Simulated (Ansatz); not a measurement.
# CdSe (Cadmoselite) (P6_3mc) in Ansatz: a series of runs, part 2 of 2

Ansatz 0.2.0. Earlier steps stand in the parts before.

### 3 Relaxation of cell and atoms, m-r2SCAN

Contents of input.yaml:

```yaml
crystal:
  lattice:
    - [4.3, 0.0, 0.0]
    - [-2.15, 3.7239092363, 0.0]
    - [0.0, 0.0, 7.02]
  atoms:
    - { symbol: Cd, position: [0.6666666667, 0.3333333333, 0.5] }
    - { symbol: Cd, position: [0.3333333333, 0.6666666667, 0.0] }
    - { symbol: Se, position: [0.6666666667, 0.3333333333, 0.885] }
    - { symbol: Se, position: [0.3333333333, 0.6666666667, 0.385] }
hamiltonian:
  xc: mr2scan
  pseudopotentials: { kind: paw }
kpoints:
  mp_grid: { grid: [7, 7, 4] }
scf:
  occupations: { method: fermi_dirac, width: 0.05 }
output:
  forces: true
  stress: true
relax:
  f_tol: 0.01
  max_steps: 40
  cell: { stress_tol: 0.05 }
```

Potentials or basis: Ansatz PAW.

The run is started by

```sh
> ansatz run input.yaml --threads 2 --pin off --max-ram 5120MiB --backend cpu --events-out ev --progress --plain --runs-dir out
```

Log:

```text
Warning: RAYON_NUM_THREADS=2 ignored (pool sized by the plan → 2); use --threads N
Engine: ansatz 0.2.0, aarch64-unknown-linux-gnu
Pseudopotentials: kind: paw
Pseudopotential: Cd, paw, valence charge 20, recommended cutoff 500 eV (meta_gga), Cd.paw.azcp
Pseudopotential: Se, paw, valence charge 16, recommended cutoff 500 eV (meta_gga), Se.paw.azcp
Functional definition: m-r2SCAN
  exchange = m_r2scan_x
  correlation = m_r2scan_c
Crystal: 4 atoms, lattice volume = 112.410 Å³
Basis set: ecut = 500 eV, 2863 PW (Γ), exchange–correlation on 128×128×216 points (64 copies of the dense FFT grid, shifted against one another)
Bands: 44, of which v1, the nominal top of the filled ones, is band 36 counted from 1 (35 counted from 0)
Symmetry: 12 space group operations
Space group: P63mc (ITA 186), of the structure as read, at distance tolerance 4.8e-5 Å
k-points: 24 of 196 (time reversal used)
Non-local potential: Cd, projectors of the file, l = 0: 3, l = 1: 2, l = 2: 2, l = 3: 1
Non-local potential: Se, projectors of the file, l = 0: 2, l = 1: 2, l = 2: 3, l = 3: 1
PAW form: soft (Blöchl's): semilocal exchange-correlation on the pseudo side does not see the compensation charge
PAW frozen core: Cd, regenerated for the run's functional (the file was generated under x = pbe(κ = 0.804, μ = 0.2195149727645171), c = pbe(β = 0.06672455060314922))
PAW frozen core: Se, regenerated for the run's functional (the file was generated under x = pbe(κ = 0.804, μ = 0.2195149727645171), c = pbe(β = 0.06672455060314922))
PAW one-centre angular grid: Cd, 590 points (default); XC on 160 Gauss nodes
PAW one-centre angular grid: Se, 590 points (default); XC on 160 Gauss nodes
Initial density: superposition of atomic densities (neutral atoms: chi_scale 0, normalization atom), corrected by the library's trained network
Initial wavefunctions: pseudopotential atomic-orbital guess
Functional: x = mr2scan, c = mr2scan; τ floored in thin density (d = 2e-4 eV/Å³)
SCF iter   1: F=—  HF=-27495.621254 eV  |F-HF|=—  |Δ(HF+E_count)|=         —  Δρ=5.28e-3  dr2=1.97e-2  dr2_τ=3.09e-2  ethr=1.77e-3  ⟨swp⟩=6.4  Hψ=3902  notcnv=0  defer=11
preconditioner: auto → Resta (q_TF=auto, 2.533 Å⁻¹)  ε∞=3.7  [insulator: Δε(μ)=1.201 eV  Ē_g=12.861 eV  σ=0.050 eV  W_gap=1.00  n_scr=34 (ndim 8)  ℏωp=21.0 eV  f_vac=0.201  D(μ)=0.00/eV (n_scr^D=0)  ε∞_Penn≈3.7]
SCF iter   2: F=—  HF=-27495.637543 eV  |F-HF|=—  |Δ(HF+E_count)|=   1.63e-2  Δρ=2.93e-3  dr2=5.07e-3  dr2_τ=9.68e-4  ethr=2.73e-5  ⟨swp⟩=2.0  Hψ=2041  notcnv=0  defer=71
SCF iter   3: F=—  HF=-27495.639525 eV  |F-HF|=—  |Δ(HF+E_count)|=   1.98e-3  Δρ=9.22e-4  dr2=7.42e-4  dr2_τ=5.86e-5  ethr=7.05e-6  ⟨swp⟩=2.2  Hψ=1312  notcnv=0  defer=47
automatic band count: iteration 3 solves 43 bands in place of 44: the levels show a gap, and the empty bands left out lie too high to hold charge; the band table lists the bands solved (type scf.n_extra_bands for more)
SCF iter   4: F=—  HF=-27495.639829 eV  |F-HF|=—  |Δ(HF+E_count)|=   3.04e-4  Δρ=1.87e-4  dr2=3.68e-5  dr2_τ=2.47e-6  ethr=1.03e-6  ⟨swp⟩=2.5  Hψ=1638  notcnv=0  defer=47
SCF iter   5: F=—  HF=-27495.639875 eV  |F-HF|=—  |Δ(HF+E_count)|=   4.58e-5  Δρ=6.53e-5  dr2=6.54e-6  dr2_τ=1.51e-7  ethr=5.11e-8  ⟨swp⟩=2.5  Hψ=1759  notcnv=0  defer=47
SCF iter   6: F=—  HF=-27495.639878 eV  |F-HF|=—  |Δ(HF+E_count)|=   2.99e-6  Δρ=1.70e-5  dr2=2.97e-7  dr2_τ=8.85e-9  ethr=9.08e-9  ⟨swp⟩=2.0  Hψ=1417  notcnv=0  defer=47
[... 56 lines left out ...]
basis re-selected at this cell: Δ(F+E_penalty+E_count) = -7.994e-4 eV, ΔP = +0.006 GPa vs the last step (what re-selecting the basis moved, of the pressure what is left beyond the Pulay correction that the steps carried, after the strain that the cell walked since its last selection, with what the two solves' SCF thresholds leave and, on support functions, any second-order correction that the steps lacked; it is no measure of the basis error at this ecutwfc). This SCF's stress stands 4.79e-3 GPa from its target on what of the cell is left free (relax.cell.stress_tol is 5.00e-2 GPa) and its largest allowed force component is 2.13e-4 eV/Å (relax.f_tol is 1.00e-2 eV/Å): within both
SCF converged after 5 iterations
Free energy (F): -27495.672805 eV
Harris-Foulkes:  -27495.672805 eV  (|F-HF|=2.91e-11)
Internal energy: -27495.672805 eV  (E = F + TS)
E sigma→0 (E₀):  -27495.672805 eV
Entropy (-TS):   -0.000000 eV (-0.000 meV/atom)
Fermi energy:    7.396767 eV
--- Per-component energies (eV) ---
  E_band       = -1877.726216
  E_kinetic    = 1248.296380
  E_local      = -12903.099675  (includes V_loc(G=0)·N_el)
  E_nonlocal   = -1121.313470
  E_hartree    = 6132.956857
  E_xc         = -533.102480
  E_vxc        = -703.060214  (∫ρ·V_xc dr)
  E_paw        = -12062.856925  (= ΣΔE_a)
  E_vpaw       = -709.496999  (= ΣTr[D̂ρ^β])
  E_aug_tail   = -0.000409  (compensation charges beyond the density's cutoff)
  E_vtau       = 45.034388  (kinetic-family band-sum trace: ∫τ·v_τ [+ j·A + Jᵃ·Aᵃ] dr)
  E_ewald      = -8251.894001
  E_core_change = -4.659082  (= ΣΔE_core)
  E_smearing   = -0.000000  (= −TS)
  E_closure    = 0.000000  (closes the sum)
  Σ components = -27495.672805   (vs F -27495.672805, Δ=0.00e0)
--- Forces (eV/Å), atoms counted from 1 ---
  atom   1  Cd    -0.00000000     0.00000000     0.00021067
  atom   2  Cd    -0.00000000    -0.00000000     0.00021067
  atom   3  Se    -0.00000000     0.00000000    -0.00021512
  atom   4  Se     0.00000000    -0.00000000    -0.00021512
  max |Σ_I F_I| component: 8.89e-6 eV/Å
--- Stress (GPa, compression-positive) ---
        0.002589       0.000000       0.000000
        0.000000       0.002589      -0.000000
        0.000000      -0.000000       0.004793
  P = ⅓ Tr σ = 0.0033 GPa (0.033 kbar)
--- Relaxed structure (4 steps of the walk, 4 accepted, 1 SCFs on fresh bases) ---
  F+E_penalty+E_count = -27495.67280496 eV   max|allowed force component| = 2.129e-4 eV/Å   (the final SCF, on the basis selected at the relaxed cell)
  cell:  # Å, volume = 115.4554 Å³
    - [4.340229661817349, 0.0, 0.0]
    - [-2.1701148309086746, 3.7587491453925677, -2.476776229044914e-35]
    - [0.0, -9.338019819856549e-35, 7.07714927013278]
  atoms:
    - { symbol: Cd, position: [0.6666666666666666, 0.33333333333333326, 0.5045286287141224] }
    - { symbol: Cd, position: [0.33333333333333326, 0.6666666666666665, 0.004528628714122407] }
    - { symbol: Se, position: [0.6666666666666666, 0.33333333333333326, 0.8804713712858777] }
    - { symbol: Se, position: [0.33333333333333326, 0.6666666666666665, 0.38047137128587766] }
```

Wall time 54 s (2 threads of Arm Neoverse V1, shared host); peak memory 0.6 GiB.

Results:

| Quantity | Value |
| --- | --- |
| Free energy | -27495.6728 eV |
| Relaxed volume | 28.86 Å³/atom |
| Relaxed cell | a = 4.340 Å, b = 4.340 Å, c = 7.077 Å, α = 90.00°, β = 90.00°, γ = 120.00° |
| Space group after relaxing (to 0.05 Å) | P6_3mc (No. 186) |
| Energy gained by relaxing | 8.2 meV/atom |
| Ionic steps | 5 |
| Pressure after relaxing | 0.0 GPa |
| Band gap on the k mesh | 1.11 eV |

The path:
| step | energy change (eV) | largest force (eV/Å) | volume (Å³) |
| --- | --- | --- | --- |
| 1 | 0.0000 | 0.2783 | 112.41 |
| 2 | -0.0298 | 0.0150 | 116.53 |
| 3 | -0.0320 | 0.0050 | 115.62 |
| 4 | -0.0321 | 0.0002 | 115.46 |
| 5 | -0.0329 | 0.0002 | 115.46 |

Final structure:
```yaml
crystal:
  lattice:
    - [4.34023, 0.00000, 0.00000]
    - [-2.17011, 3.75875, 0.00000]
    - [0.00000, 0.00000, 7.07715]
  atoms:
    - { symbol: Cd, position: [0.66667, 0.33333, 0.50453] }
    - { symbol: Cd, position: [0.33333, 0.66667, 0.00453] }
    - { symbol: Se, position: [0.66667, 0.33333, 0.88047] }
    - { symbol: Se, position: [0.33333, 0.66667, 0.38047] }
```

Caveat: odd divisions of the mesh miss points on the zone boundary, where band edges often lie, so the gap on the mesh can be too wide; the plane-wave basis is chosen anew once the cell has moved, so the energies of steps on either side of that aren't comparable; the PAW data sets come from PBE, with cores solved anew for the run's functional, which leaves a small shift of forces and pressure. A k mesh can miss the band edges.

### 4 Single point, PBE

input.yaml, as its differences from that of step 3:

```diff
@@ -11,3 +11,3 @@
 hamiltonian:
-  xc: mr2scan
+  xc: pbe
   pseudopotentials: { kind: paw }
@@ -17,2 +17,4 @@
   occupations: { method: fermi_dirac, width: 0.05 }
+basis:
+  ecutwfc: "800 eV"
 output:
@@ -20,5 +22,6 @@
   stress: true
-relax:
-  f_tol: 0.01
-  max_steps: 40
-  cell: { stress_tol: 0.05 }
+  eigenvalues: true
+  write_density: true
+  write_potential: true
+  elf: true
+  volumetric_format: npy
```

The run is started by

```sh
> ansatz run input.yaml --threads 2 --pin off --max-ram 5120MiB --backend cpu --events-out ev --progress --plain --runs-dir out
```

Run time: 15 s. Hardware: 2 threads of Arm Neoverse V1, shared host; peak memory 0.61 GiB.

The run converged. Its results:

| Property | Result |
| --- | --- |
| Free energy | -27449.5172 eV |
| Pressure | 3.0 GPa |
| Largest force | 0.282 eV/Å |
| Band gap on the k mesh | 0.70 eV, direct |

Forces on the atoms (eV/Å):
```
Cd   0.000  0.000  0.282
Cd   0.000  0.000  0.282
Se   0.000  0.000 -0.282
Se   0.000  0.000 -0.282
```

Stress tensor (GPa, compression positive):
```
3.69 0.00 0.00
0.00 3.69 0.00
0.00 0.00 1.66
```

Levels at points of the mesh, in eV from the valence-band top:
```csv
k point,band 33,band 34,band 35,band 36,band 37,band 38,band 39,band 40
"(0.00, 0.00, 0.00)",-0.72,-0.01,0.00,0.00,0.70,2.12,5.89,5.89
"(0.00, 0.00, -0.50)",-0.37,-0.37,-0.37,-0.37,2.34,2.34,5.82,5.82
```

Caveat: odd divisions of the mesh miss points on the zone boundary, where band edges often lie, so the gap on the mesh can be too wide.

### 5 Overview

| task | level | cell | cutoff (eV) | gap on the mesh (eV) | pressure (GPa) | relaxed volume (Å³/atom) |
| --- | --- | --- | --- | --- | --- | --- |
| relaxation of cell and atoms | PBEsol+D3(BJ) | relaxed | 420 | 0.60 | 0.0 | 27.25 |
| relaxation of cell and atoms | m-r2SCAN | relaxed | 500 | 1.11 | 0.0 | 28.86 |
| single point | PBE | as given | 800 | 0.70 | 3.0 | - |

Alike in all rows: potentials or basis Ansatz PAW; no spin polarisation; k mesh 7 × 7 × 4; smearing fermi-dirac 0.05 eV.

Caveats: odd divisions of the mesh miss points on the zone boundary, where band edges often lie, so the gap on the mesh can be too wide; the plane-wave basis is chosen anew once the cell has moved, so the energies of steps on either side of that aren't comparable (some runs); the PAW data sets come from PBE, with cores solved anew for the run's functional, which leaves a small shift of forces and pressure (some runs).

Absolute energies hang on the potentials; compare differences alone.

### 6 Against experiment

Step 4. Against the measured gap of CdSe, 1.841 eV (2 K; a printed reference work, data compilation), the calculated 0.70 eV is off by -1.14 eV. So large a miss can be the level of theory's own, or it may mean another phase, state or a wrong row. Spin-orbit coupling on Cd, Se is left out. The value is that of PBE, without temperature or zero-point motion. Semilocal functionals fall short of measured gaps as a rule.
